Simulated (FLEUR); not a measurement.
# CoO: equation of state with r2SCAN

CoO:

```xyz
2
Lattice="0.0000 2.1315 2.1315 2.1315 0.0000 2.1315 2.1315 2.1315 0.0000" Properties=species:S:1:pos:R:3 pbc="T T T"
Co    0.0000    0.0000    0.0000
O     2.1315    2.1315    2.1315
```

| Item | Value |
| --- | --- |
| Program | FLEUR MaX-R8.1 (later development tree) |
| Task | equation of state |
| Functional | r2SCAN |
| Potentials or basis | all-electron |
| Basis | FLAPW |
| Kmax | 4.78 1/bohr |
| k mesh | 11 × 11 × 11 |
| Occupations | fermi-dirac, width 0.05 eV |
| Spin | collinear spin, program default start |

```yaml
Equilibrium_volume: 9.33 Å³/atom
Bulk_modulus: 213 GPa
```

Energy against volume, from the lowest point:
| volume (Å³/atom) | energy (meV/atom) |
| --- | --- |
| 9.103 | 3.66 |
| 9.297 | 0.00 |
| 9.684 | 8.52 |
| 10.071 | 34.30 |
| 10.265 | 52.57 |

Caveat: the meta-GGA is that of a development version, with a GGA for the radial functions and cores and without core tails.
